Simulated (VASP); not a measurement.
# C (Fd-3m) in VASP: further runs, part 2 of 2

VASP 6.6.1. The steps go on from the part before.

**3. Single point, PBE (a relaxed cell with its volume scaled by 0.97)**

INCAR

```
SYSTEM = C
ALGO = Normal
AMIX = 0.2
EDIFF = 1E-7
ENCUT = 520
GGA = PE
ISIF = 2
ISMEAR = 0
LASPH = .TRUE.
LCHARG = .FALSE.
LREAL = .FALSE.
LWAVE = .FALSE.
NBANDS = 11
NELM = 100
PREC = Accurate
SIGMA = 0.02
```

KPOINTS

```
k-points
0
G
  14 14 14
  0 0 0
```

POSCAR

```
C                                       
1.0
    0.0000000000      1.7686600590      1.7686600590
    1.7686600590      0.0000000000      1.7686600590
    1.7686600590      1.7686600590      0.0000000000
  C             
     2
Direct
     0.0000000000000000    0.0000000000000000    0.0000000000000000
     0.2500000000000000    0.2500000000000000    0.2500000000000000
```

Potentials or basis: VASP PAW PBE potentials, release 64 (C).

Started as:

```sh
> cat potpaw_PBE.64/C/POTCAR > POTCAR
> mpirun -np 1 vasp_std > vasp.out
```

OUTCAR:

```text
SYSTEM = C
   AMIX = 0.2
   EDIFF = 1E-7
   ENCUT = 520
   GGA = PE
   ISIF = 2
   ISMEAR = 0
   LASPH = .TRUE.
   LREAL = .FALSE.
   NELM = 100
   PREC = Accurate

 ion  position               nearest neighbor table
   1  0.000  0.000  0.000-   2 1.53   2 1.53   2 1.53   2 1.53
   2  0.250  0.250  0.250-   1 1.53   1 1.53   1 1.53   1 1.53

  LATTYP: Found a face centered cubic cell.
 ALAT       =     3.5373201180

  Lattice vectors:

 A1 = (   0.0000000000,   1.7686600590,   1.7686600590)
 A2 = (   1.7686600590,   0.0000000000,   1.7686600590)
 A3 = (   1.7686600590,   1.7686600590,   0.0000000000)

Analysis of symmetry for initial positions (statically):
=====================================================================
 Subroutine PRICEL returns:
 Original cell was already a primitive cell.

 Routine SETGRP: Setting up the symmetry group for a
 face centered cubic supercell.

 Subroutine GETGRP returns: Found 48 space group operations
 (whereof 24 operations were pure point group operations)
 out of a pool of 48 trial point group operations.

The static configuration has the point symmetry T_d .
 The point group associated with its full space group is O_h .

Analysis of symmetry for dynamics (positions and initial velocities):
=====================================================================
 Subroutine PRICEL returns:
 Original cell was already a primitive cell.

 Routine SETGRP: Setting up the symmetry group for a
 face centered cubic supercell.

 Subroutine GETGRP returns: Found 48 space group operations
 (whereof 24 operations were pure point group operations)
 out of a pool of 48 trial point group operations.

The dynamic configuration has the point symmetry T_d .
 The point group associated with its full space group is O_h .

 Subroutine INISYM returns: Found 48 space group operations
 (whereof 24 operations are pure point group operations),
 and found     1 'primitive' translations

----------------------------------------------------------------------------------------

                                     Primitive cell

  volume of cell :      11.0653

  direct lattice vectors                    reciprocal lattice vectors
     0.000000000  1.768660059  1.768660059    -0.282699888  0.282699888  0.282699888
     1.768660059  0.000000000  1.768660059     0.282699888 -0.282699888  0.282699888
     1.768660059  1.768660059  0.000000000     0.282699888  0.282699888 -0.282699888

  length of vectors
     2.501263043  2.501263043  2.501263043     0.489650569  0.489650569  0.489650569

  position of ions in fractional coordinates (direct lattice)
     0.000000000  0.000000000  0.000000000
     0.250000000  0.250000000  0.250000000

  ion indices of the primitive-cell ions
   primitive index   ion index
                 1           1
                 2           2

----------------------------------------------------------------------------------------

 KPOINTS: k-points

Automatic generation of k-mesh.
 Grid dimensions read from file:
 generate k-points for:   14   14   14

 Generating k-lattice:

  Cartesian coordinates                     Fractional coordinates (reciprocal lattice)
[... 41 lines left out ...]
 [... further k-points ...]
   k-points           NKPTS =    104   k-points in BZ     NKDIM =    104   number of bands    NBANDS=     11
   number of dos      NEDOS =    301   number of ions     NIONS =      2
   total plane-waves  NPLWV =   8000
   dimension x,y,z NGX =    20 NGY =   20 NGZ =   20
   dimension x,y,z NGXF=    40 NGYF=   40 NGZF=   40
   ions per type =               2
   NGX,Y,Z   is equivalent  to a cutoff of  13.29, 13.29, 13.29 a.u.
   NGXF,Y,Z  is equivalent  to a cutoff of  26.59, 26.59, 26.59 a.u.
 SYSTEM =  C
   PREC   = accura    normal or accurate (medium, high low for compatibility)
   ISTART =      0    job   : 0-new  1-cont  2-samecut
   ICHARG =      2    charge: 1-file 2-atom 10-const
   ISPIN  =      1    spin polarized calculation?
   LNONCOLLINEAR =      F non collinear calculations
   LSORBIT =      F    spin-orbit coupling
   LASPH  =      T    aspherical Exc in radial PAW
   ENCUT  =  520.0 eV  38.22 Ry    6.18 a.u.   4.65  4.65  4.65*2*pi/ulx,y,z
   NELM   =    100;   NELMIN=  2; NELMDL= -5     # of ELM steps
   EDIFF  = 0.1E-06   stopping-criterion for ELM
   LREAL  =      F    real-space projection
   EDIFFG = 0.1E-05   stopping-criterion for IOM
   NSW    =      0    number of steps for IOM
   IBRION =     -1    ionic relax: 0-MD 1-quasi-New 2-CG
   NFREE  =      0    steps in history (QN), initial steepest desc. (CG)
   ISIF   =      2    stress and relaxation
   ISYM   =      2    0-nonsym 1-usesym 2-fastsym
   POTIM  = 0.5000    time-step for ionic-motion
   TEBEG  =    0.0;   TEEND  =   0.0 temperature during run
   PSTRESS=    0.0 pullay stress
   NELECT =       8.0000    total number of electrons
   NUPDOWN=      -1.0000    fix difference up-down
   EMIN   =  10.00;   EMAX   =-10.00  energy-range for DOS
   EFERMI =   0.00;   METHOD = LEGACY
   ISMEAR =     0;   SIGMA  =   0.02  broadening in eV -4-tet -1-fermi 0-gaus
   EFERMI_NEDOS =   21; number of points for ismear=-14 and -15
   IALGO  =     38    algorithm
   IMIX   =      4    mixing-type and parameters
     AMIX     =   0.20;   BMIX     =  1.00
     AMIX_MAG =   0.80;   BMIX_MAG =  1.00
  volume/ion in A,a.u.               =       5.53        37.34
  Fermi-wavevector in a.u.,A,eV,Ry     =   1.469322  2.776617 29.373735  2.158909
  Thomas-Fermi vector in A             =   2.584714
   LORBIT       =      0    0 simple, 1 ext, 2 COOP (PROOUT), +10 PAW based schemes
   GGA     = PE    functional components
   LHFCALC =     F    Hartree Fock is set to
   AEXX    =    0.0000 exact exchange contribution
   IVDW    =     0    specifies the selected vdW correction
   LEPSILON=     F    determine dielectric tensor
   LRPA    =     F    only Hartree local field effects (RPA)
 non-spin polarized calculation
 Gauss-broadening in eV      SIGMA  =   0.02
  energy-cutoff  :      520.00
  volume of cell :       11.07
 maximum number of plane-waves:       307
   NGX =  9   NGY =  9   NGZ =  9

 number of electron       7.9999999 magnetization

 Free energy of the ion-electron system (eV)
  ---------------------------------------------------
  ext. energy  EPLUGINS =         0.00000000
  ---------------------------------------------------
  free energy    TOTEN  =       -18.17074206 eV

  energy without entropy =      -18.17074206  energy(sigma->0) =      -18.17074206

 E-fermi :  10.2781     XC(G=0): -13.3761

 val. band max:       10.0928233356   @ k =   0.0000   0.0000   0.0000
 cond. band min:      14.2776125132   @ k =   0.3571   0.3571   0.0000
 fundamental gap:      4.1847891775
 Fermi energy:        10.2780680019

 k-point     1 :       0.0000    0.0000    0.0000
  band No.  band energies     occupation
      1     -11.7214      2.00000
      2      10.0928      2.00000
      3      10.0928      2.00000
      4      10.0928      2.00000
      5      15.7513      0.00000
      6      15.7513      0.00000
      7      15.7513      0.00000
      8      23.9990      0.00000
      9      29.7077      0.00000
     10      36.9020      0.00000
     11      36.9020      0.00000
[... 309 lines left out ...]
 k-point    24 :       0.2857    0.1429    0.0000
  band No.  band energies     occupation
      1      -9.6335      2.00000
      2       3.9687      2.00000
      3       6.6903      2.00000
      4       7.4588      2.00000
      5      16.0963      0.00000
      6      20.2943      0.00000
      7      20.3467      0.00000
      8      22.7309      0.00000
      9      30.8592      0.00000
     10      31.8659      0.00000
     11      36.6441      0.00000

 [... further k-points ...]

------------------------ aborting loop because EDIFF is reached ----------------------------------------

  FORCE on cell =-STRESS in cart. coord.  units (eV):
  Direction    XX          YY          ZZ          XY          YZ          ZX
  --------------------------------------------------------------------------------------
  -------------------------------------------------------------------------------------
  Total        0.9665024      0.9665024      0.9665024      0.0000000      0.0000000      0.0000000
  in kB      139.9427510    139.9427510    139.9427510      0.0000000      0.0000000      0.0000000
  external PRESSURE =     139.9427510 kB  Pullay stress =       0.0000000 kB

 VOLUME and BASIS-vectors are now :
 -----------------------------------------------------------------------------
  energy-cutoff  :      520.00
  volume of cell :       11.07
      direct lattice vectors                 reciprocal lattice vectors
     0.000000000  1.768660059  1.768660059    -0.282699888  0.282699888  0.282699888
     1.768660059  0.000000000  1.768660059     0.282699888 -0.282699888  0.282699888
     1.768660059  1.768660059  0.000000000     0.282699888  0.282699888 -0.282699888

 POSITION                                       TOTAL-FORCE (eV/Angst)
 -----------------------------------------------------------------------------------
      0.00000      0.00000      0.00000         0.000000      0.000000      0.000000
      0.88433      0.88433      0.88433        -0.000000     -0.000000     -0.000000
 -----------------------------------------------------------------------------------
    total drift:                                0.000000      0.000000      0.000000

  FREE ENERGIE OF THE ION-ELECTRON SYSTEM (eV)
  ---------------------------------------------------
  free  energy   TOTEN  =       -18.1707420567 eV

  energy  without entropy=      -18.1707420567  energy(sigma->0) =      -18.17074206
```

OSZICAR:

```text
N       E                     dE             d eps       ncg     rms          rms(c)
DAV:   1     0.622304613254E+00    0.62230E+00   -0.48534E+03  2363   0.720E+02
DAV:   2    -0.184849049901E+02   -0.19107E+02   -0.18532E+02  3008   0.124E+02
DAV:   3    -0.188582663561E+02   -0.37336E+00   -0.37253E+00  2684   0.135E+01
DAV:   4    -0.188588714704E+02   -0.60511E-03   -0.60510E-03  2452   0.671E-01
DAV:   5    -0.188588721498E+02   -0.67938E-06   -0.67935E-06  2614   0.213E-02    0.574E+00
DAV:   6    -0.185565908900E+02    0.30228E+00   -0.68653E-02  2348   0.186E+00    0.457E+00
DAV:   7    -0.181676834316E+02    0.38891E+00   -0.68452E-01  2378   0.588E+00    0.105E+00
DAV:   8    -0.181707350440E+02   -0.30516E-02   -0.16263E-02  2432   0.101E+00    0.279E-01
DAV:   9    -0.181707063491E+02    0.28695E-04   -0.78459E-04  2503   0.224E-01    0.617E-02
DAV:  10    -0.181707088792E+02   -0.25301E-05   -0.15832E-05  2529   0.371E-02    0.382E-02
DAV:  11    -0.181707419985E+02   -0.33119E-04   -0.30700E-05  2419   0.488E-02    0.116E-03
DAV:  12    -0.181707420567E+02   -0.58197E-07   -0.19811E-07  2612   0.400E-03
   1 F= -.18170742E+02 E0= -.18170742E+02  d E =-.681221E-42
```

It took 10 s on 1 thread of AMD EPYC 7R13 (Zen 3), shared host; peak memory 0.09 GiB.

Results:

| Quantity | Value |
| --- | --- |
| Free energy | -18.1707 eV |
| Pressure | 14.0 GPa |
| Band gap on the k mesh | 4.18 eV, indirect (least direct gap 5.66 eV) |

A k mesh can miss the band edges.
